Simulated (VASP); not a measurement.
Pt:

```
CELL_PARAMETERS angstrom
-1.55989 1.55989 1.55989
1.55989 -1.55989 1.55989
1.55989 1.55989 -1.55989
ATOMIC_POSITIONS crystal
Pt 0.00000 0.00000 0.00000
```

This isn't the form of Pt at room conditions, which is fcc.

Base run:

- Program: VASP 6.6.1
- Functional: PBEsol
- Potentials or basis: VASP PAW PBE potentials, release 64 (Pt)
- Cutoff: 900 eV
- k mesh: 18 × 18 × 18
- Occupations: gaussian, width 0.1 eV
- Spin: no spin polarisation

Its results: band gap on the k mesh none (metal or under the smearing width); pressure 0.0 GPa.

Question: After a change of settings the same cell gave: band gap on the k mesh none (metal or under the smearing width); pressure 5.7 GPa. Which change was it?
A. functional from PBEsol to r2SCAN; cutoff from 900 eV to 520 eV
B. cutoff from 900 eV to 700 eV
C. cutoff from 900 eV to 520 eV; k mesh from 18 × 18 × 18 to 28 × 28 × 28
D. cutoff from 900 eV to 520 eV; occupations from gaussian, width 0.1 eV to gaussian, width 0.5 eV

Answer: A.

Caveats: the PAW data sets were made with another functional, which shifts forces and pressure a little.
